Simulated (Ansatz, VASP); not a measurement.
Two plane-wave programs on TePb

```
Te Pb
1.0
     0.00000    3.23100    3.23100
     3.23100    0.00000    3.23100
     3.23100    3.23100    0.00000
Te Pb
1 1
Direct
  0.50000 0.50000 0.50000
  0.00000 0.00000 0.00000
```

Alike in both runs: task relaxation of cell and atoms; functional PBEsol; k mesh 8 × 8 × 8; occupations gaussian, width 0.02 eV; no spin polarisation.

|  | VASP | Ansatz |
| --- | --- | --- |
| version | VASP 6.6.1 | Ansatz 0.2.0 |
| potentials or method | VASP PAW PBE potentials, release 64 (Te, Pb_d) | scalar-relativistic, plane waves, PAW |
| plane-wave cutoff (eV) | 600 | 420 |
| valence electrons in the cell | 20 | 30 |

```csv
,VASP,Ansatz,Ansatz less VASP
"gap on the k mesh at the Fermi level, each at its own relaxed structure (eV)",0.65,0.65,-0.004
relaxed volume (Å³/atom),33.44,33.44,-0.009
relaxed cell length with the largest relative difference (Å),4.556,4.556,-0.0004
```

The two sets of potentials don't hold the same shells in valence.

Caveats: the PAW data sets were made with another functional, which shifts forces and pressure a little (VASP); spin-orbit coupling is left out, which as a rule narrows the gap of such compounds by several tenths of an eV. A k mesh can miss the band edges.
